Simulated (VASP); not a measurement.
# PbSe (Clausthalite) (Fm-3m) in VASP: further runs

The runs below take PbSe (Clausthalite) through single point, with r2SCAN+rVV10.

All numbers are computed with VASP 6.6.1; they aren't measurements. Logs are shortened: lines on timing, memory, paths and dates and some standing lists are left out, and cuts for length are marked.

**Experimental background.**

A printed reference work, monograph reports, for a bulk crystal of PbSe: band gap 0.28 eV (direct) at 300 K; band gap 0.15 eV (direct) at 4.2 K.

The runs below are set against these values where they give the same quantity.

## 1. The cell of the first run

Symmetry: Fm-3m, No. 225, cubic system. The conventional cell has a = 6.121 Å, b = 6.121 Å, c = 6.121 Å, α = 90.00°, β = 90.00°, γ = 90.00°. Within 4.0 Å of Pb (site symmetry m-3m) lie 6 Se at 3.06 Å. Se (site symmetry m-3m) has 6 Pb at 3.06 Å within 4.0 Å.

## 2. Single point, r2SCAN+rVV10

POSCAR

```
PbSe
1.0
    0.0000000000      3.0606500000      3.0606500000
    3.0606500000      0.0000000000      3.0606500000
    3.0606500000      3.0606500000      0.0000000000
Pb Se
1 1
Direct
    0.0000000000      0.0000000000      0.0000000000
    0.5000000000      0.5000000000      0.5000000000
```

INCAR.step1

```
PREC = Accurate
ENCUT = 520
ISMEAR = -1
SIGMA = 0.05
LREAL = False
LASPH = True
NELM = 60
NBANDS = 17
GGA = PE
ALGO = Normal
EDIFF = 1E-4
LWAVE = True
LCHARG = False
```

INCAR.step2

```
PREC = Accurate
ENCUT = 520
EDIFF = 1E-6
ISMEAR = -1
SIGMA = 0.05
LREAL = False
LASPH = True
NELM = 60
ALGO = Normal
ISIF = 2
LWAVE = False
LCHARG = True
METAGGA = R2SCAN
LMIXTAU = True
LUSE_VDW = True
IVDW_NL = 2
BPARAM = 11.95
CPARAM = 0.0093
LELF = True
LVHAR = True
NBANDS = 17
ISTART = 1
```

KPOINTS

```
Automatic mesh
0
Gamma
  8 8 8
```

Potentials or basis: VASP PAW PBE potentials, release 64 (Pb_d, Se).

Started as:

```bash
$ cat potpaw_PBE.64/Pb_d/POTCAR potpaw_PBE.64/Se/POTCAR > POTCAR
$ cp INCAR.step1 INCAR
$ mpirun -np 1 vasp_std > vasp.out
$ cp INCAR.step2 INCAR
$ mpirun -np 1 vasp_std > vasp.out
```

OUTCAR:

```text
PREC = Accurate
   ENCUT = 520
   EDIFF = 1E-6
   ISMEAR = -1
   LREAL = False
   LASPH = True
   NELM = 60
   ISIF = 2
   METAGGA = R2SCAN
   IVDW_NL = 2
   BPARAM = 11.95
   ISTART = 1

 ion  position               nearest neighbor table
   1  0.000  0.000  0.000-   2 3.06   2 3.06   2 3.06   2 3.06   2 3.06   2 3.06
   2  0.500  0.500  0.500-   1 3.06   1 3.06   1 3.06   1 3.06   1 3.06   1 3.06

  LATTYP: Found a face centered cubic cell.
 ALAT       =     6.1213000000

  Lattice vectors:

 A1 = (   0.0000000000,   3.0606500000,   3.0606500000)
 A2 = (   3.0606500000,   0.0000000000,   3.0606500000)
 A3 = (   3.0606500000,   3.0606500000,   0.0000000000)

Analysis of symmetry for initial positions (statically):
=====================================================================
 Subroutine PRICEL returns:
 Original cell was already a primitive cell.

 Routine SETGRP: Setting up the symmetry group for a
 face centered cubic supercell.

 Subroutine GETGRP returns: Found 48 space group operations
 (whereof 48 operations were pure point group operations)
 out of a pool of 48 trial point group operations.

The static configuration has the point symmetry O_h .

Analysis of symmetry for dynamics (positions and initial velocities):
=====================================================================
 Subroutine PRICEL returns:
 Original cell was already a primitive cell.

 Routine SETGRP: Setting up the symmetry group for a
 face centered cubic supercell.

 Subroutine GETGRP returns: Found 48 space group operations
 (whereof 48 operations were pure point group operations)
 out of a pool of 48 trial point group operations.

The dynamic configuration has the point symmetry O_h .

 Subroutine INISYM returns: Found 48 space group operations
 (whereof 48 operations are pure point group operations),
 and found     1 'primitive' translations

----------------------------------------------------------------------------------------

                                     Primitive cell

  volume of cell :      57.3418

  direct lattice vectors                    reciprocal lattice vectors
     0.000000000  3.060650000  3.060650000    -0.163363991  0.163363991  0.163363991
     3.060650000  0.000000000  3.060650000     0.163363991 -0.163363991  0.163363991
[... 80 lines left out ...]
   LNONCOLLINEAR =      F non collinear calculations
   LSORBIT =      F    spin-orbit coupling
   LASPH  =      T    aspherical Exc in radial PAW
   ENCUT  =  520.0 eV  38.22 Ry    6.18 a.u.   8.05  8.05  8.05*2*pi/ulx,y,z
   NELM   =     60;   NELMIN=  2; NELMDL=  0     # of ELM steps
   EDIFF  = 0.1E-05   stopping-criterion for ELM
   LREAL  =      F    real-space projection
   EDIFFG = 0.1E-04   stopping-criterion for IOM
   NSW    =      0    number of steps for IOM
   IBRION =     -1    ionic relax: 0-MD 1-quasi-New 2-CG
   NFREE  =      0    steps in history (QN), initial steepest desc. (CG)
   ISIF   =      2    stress and relaxation
   ISYM   =      2    0-nonsym 1-usesym 2-fastsym
   POTIM  = 0.5000    time-step for ionic-motion
   TEBEG  =    0.0;   TEEND  =   0.0 temperature during run
   PSTRESS=    0.0 pullay stress
   NELECT =      20.0000    total number of electrons
   NUPDOWN=      -1.0000    fix difference up-down
   EMIN   =  10.00;   EMAX   =-10.00  energy-range for DOS
   EFERMI =   0.00;   METHOD = LEGACY
   ISMEAR =    -1;   SIGMA  =   0.05  broadening in eV -4-tet -1-fermi 0-gaus
   EFERMI_NEDOS =   21; number of points for ismear=-14 and -15
   IALGO  =     38    algorithm
   IMIX   =      4    mixing-type and parameters
     AMIX     =   0.40;   BMIX     =  1.00
     AMIX_MAG =   1.60;   BMIX_MAG =  1.00
  volume/ion in A,a.u.               =      28.67       193.48
  Fermi-wavevector in a.u.,A,eV,Ry     =   1.152377  2.177676 18.068159  1.327972
  Thomas-Fermi vector in A             =   2.289028
   LORBIT       =      0    0 simple, 1 ext, 2 COOP (PROOUT), +10 PAW based schemes
   METAGGA = R2SCAN    functional components
   LHFCALC =     F    Hartree Fock is set to
   AEXX    =    0.0000 exact exchange contribution
   IVDW_NL    =     2    kernel type
   BPARAM     =11.9500
   IVDW    =     0    specifies the selected vdW correction
   LEPSILON=     F    determine dielectric tensor
   LRPA    =     F    only Hartree local field effects (RPA)
 non-spin polarized calculation
  energy-cutoff  :      520.00
  volume of cell :       57.34
 maximum number of plane-waves:      1572
   NGX = 17   NGY = 17   NGZ = 17

 number of electron      20.0000000 magnetization

 Free energy of the ion-electron system (eV)
  ---------------------------------------------------
  ext. energy  EPLUGINS =         0.00000000
  ---------------------------------------------------
  free energy    TOTEN  =       -71.41222084 eV

  energy without entropy =      -71.41217514  energy(sigma->0) =      -71.41219799

 E-fermi :   5.1778     XC(G=0): -10.1198

 val. band max:        4.9086896263   @ k =   0.5000   0.0000   0.0000
 cond. band min:       5.4468869087   @ k =   0.5000   0.0000   0.0000
 fundamental gap:      0.5381972824
 Fermi energy:         5.1778033610

 k-point     1 :       0.0000    0.0000    0.0000
  band No.  band energies     occupation
      1     -12.5305      2.00000
      2     -12.5305      2.00000
      3     -12.5305      2.00000
      4     -12.5281      2.00000
      5     -12.5281      2.00000
      6      -9.2529      2.00000
[... 457 lines left out ...]
      4     -12.5098      2.00000
      5     -12.4947      2.00000
      6      -7.9409      2.00000
[... 9 lines left out ...]
     16      16.2629      0.00000
     17      16.4519      0.00000

 [... further k-points ...]

------------------------ aborting loop because EDIFF is reached ----------------------------------------

  FORCE on cell =-STRESS in cart. coord.  units (eV):
  Direction    XX          YY          ZZ          XY          YZ          ZX
  --------------------------------------------------------------------------------------
  -------------------------------------------------------------------------------------
  Total        0.2572411      0.2572411      0.2572411      0.0000000      0.0000000     -0.0000000
  in kB        7.1875339      7.1875339      7.1875339      0.0000000      0.0000000     -0.0000000
  external PRESSURE =       7.1875339 kB  Pullay stress =       0.0000000 kB

 VOLUME and BASIS-vectors are now :
 -----------------------------------------------------------------------------
  energy-cutoff  :      520.00
  volume of cell :       57.34
      direct lattice vectors                 reciprocal lattice vectors
     0.000000000  3.060650000  3.060650000    -0.163363991  0.163363991  0.163363991
     3.060650000  0.000000000  3.060650000     0.163363991 -0.163363991  0.163363991
     3.060650000  3.060650000  0.000000000     0.163363991  0.163363991 -0.163363991

 POSITION                                       TOTAL-FORCE (eV/Angst)
 -----------------------------------------------------------------------------------
      0.00000      0.00000      0.00000         0.000000     -0.000000     -0.000000
      3.06065      3.06065      3.06065        -0.000000      0.000000      0.000000
 -----------------------------------------------------------------------------------
    total drift:                                0.000000     -0.000000     -0.000000

  FREE ENERGIE OF THE ION-ELECTRON SYSTEM (eV)
  ---------------------------------------------------
  free  energy   TOTEN  =       -71.4122208401 eV

  energy  without entropy=      -71.4121751379  energy(sigma->0) =      -71.41219799
```

OUTCAR.step1:

```text
PREC = Accurate
   ENCUT = 520
   ISMEAR = -1
   LREAL = False
   LASPH = True
[... 700 lines left out ...]
      0.00000      0.00000      0.00000         0.000000     -0.000000      0.000000
      3.06065      3.06065      3.06065        -0.000000      0.000000     -0.000000
 -----------------------------------------------------------------------------------
    total drift:                                0.000000     -0.000000     -0.000000

  FREE ENERGIE OF THE ION-ELECTRON SYSTEM (eV)
  ---------------------------------------------------
  free  energy   TOTEN  =        -8.1784096180 eV

  energy  without entropy=       -8.1780875106  energy(sigma->0) =       -8.17824856
```

OSZICAR.step1:

```text
N       E                     dE             d eps       ncg     rms          rms(c)
DAV:   1     0.159305722925E+03    0.15931E+03   -0.95315E+03   986   0.119E+03
DAV:   2     0.312517627812E+01   -0.15618E+03   -0.15032E+03  1062   0.311E+02
DAV:   3    -0.819036901188E+01   -0.11316E+02   -0.11244E+02  1244   0.888E+01
DAV:   4    -0.845791091401E+01   -0.26754E+00   -0.26739E+00  1272   0.155E+01
DAV:   5    -0.846672441162E+01   -0.88135E-02   -0.88132E-02  1385   0.268E+00    0.277E+00
DAV:   6    -0.818020169130E+01    0.28652E+00   -0.70528E-01  1514   0.579E+00    0.157E+00
DAV:   7    -0.817536466961E+01    0.48370E-02   -0.11869E-01  1182   0.166E+00    0.855E-01
DAV:   8    -0.817875267875E+01   -0.33880E-02   -0.12706E-02  1197   0.123E+00    0.156E-01
DAV:   9    -0.817835488605E+01    0.39779E-03   -0.27390E-03  1494   0.512E-01    0.502E-02
DAV:  10    -0.817840961799E+01   -0.54732E-04   -0.22774E-04  1142   0.856E-02
   1 F= -.81784096E+01 E0= -.81782486E+01  d E =-.322107E-03
```

Wall time 1.7 min (1 thread of Intel Xeon Platinum 8259CL at 2.50GHz (Skylake/Cascade Lake), shared host); peak memory 0.33 GiB.

Results:

```
Free energy            : -71.4122 eV
Pressure               : 0.7 GPa
Band gap on the k mesh : 0.54 eV, direct
```

Caveat: the PAW data sets were made with another functional, which shifts forces and pressure a little; spin-orbit coupling is left out, which moves the levels of the heavy elements.

[end of part 1 of 2]
